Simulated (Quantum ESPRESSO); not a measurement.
# Sn under changes of volume

One of the cells (33.803 Å³/atom); the others are scaled copies at fixed shape and fractional positions:

```
Sn
1.0
     0.00000    3.23334    3.23334
     3.23334    0.00000    3.23334
     3.23334    3.23334    0.00000
Sn
2
Direct
  0.75000 0.75000 0.75000
  0.50000 0.50000 0.50000
```

This isn't the form of Sn at room conditions, which is tetragonal (white tin).

| Property | Result |
| --- | --- |
| Program | Quantum ESPRESSO 7.5 |
| Functional | PBE |
| Dispersion | D3(BJ) |
| Potentials or basis | PseudoDojo 0.4.1 SR PBE standard |
| Cutoff | 980 eV |
| Density cutoff | 3918 eV |
| k mesh | 7 × 7 × 7 |
| Occupations | fermi-dirac, width 0.05 eV |
| Spin | no spin polarisation |

```csv
volume (Å³/atom),energy over the lowest point (meV/atom),pressure (GPa)
31.775,64.56,6.0
32.451,42.04,4.7
33.127,?,?
33.803,12.65,2.4
34.479,4.69,1.4
35.155,0.63,0.6
35.831,0.00,-0.2
```

Question: What does the run at 33.127 Å³/atom give?

Answer: Energy over the lowest point 24.93 meV/atom; pressure 3.5 GPa.

Worked out: A Birch-Murnaghan fit of order 3 (a polynomial in V^(-2/3)) to the other rows has its minimum at 35.62 Å³/atom with B0 = V·E''(V) = 40 GPa and B' = 4.8. It gives 24.93 meV/atom at 33.127 Å³/atom, against the run's 24.93, and -dE/dV = 3.5 GPa, against 3.5.

Energies are extrapolated to zero smearing.

Caveats: pairwise dispersion overbinds metals, which lowers pressure and volume.
